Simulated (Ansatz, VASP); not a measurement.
P in VASP and in Ansatz

```xyz
6
Lattice="5.1958 0.0000 0.0000 0.0000 5.1958 0.0000 0.0000 0.0000 4.6732" Properties=species:S:1:pos:R:3 pbc="T T T"
P     0.7603    1.8376    1.1683
P     4.4355    3.3582    1.1683
P     1.8376    4.4355    3.5049
P     3.3582    0.7603    3.5049
P     2.5979    2.5979    0.0000
P     0.0000    0.0000    2.3366
```

Alike in both runs: functional PBE; k mesh 4 × 4 × 4; occupations gaussian, width 0.1 eV; no spin polarisation.

Ansatz relaxed the structure, and its values are those at the end. VASP's run is a single point on that final structure, the one shown.

|  | VASP | Ansatz |
| --- | --- | --- |
| version | VASP 6.6.1 | Ansatz 0.2.0 |
| potentials or method | VASP PAW PBE potentials, release 64 (P) | scalar-relativistic, plane waves, PAW |
| plane-wave cutoff (eV) | 520 | 420 |
| valence electrons in the cell | 30 | 30 |

```csv
,VASP,Ansatz,Ansatz less VASP
gap on the k mesh at the Fermi level (eV),none,none,-
pressure (GPa),-0.3,-0.1,+0.20
rms of the force components (eV/Å),0.029,0.013,-0.0156
```

A gap of «none» marks a metal or a gap that the smearing closes.
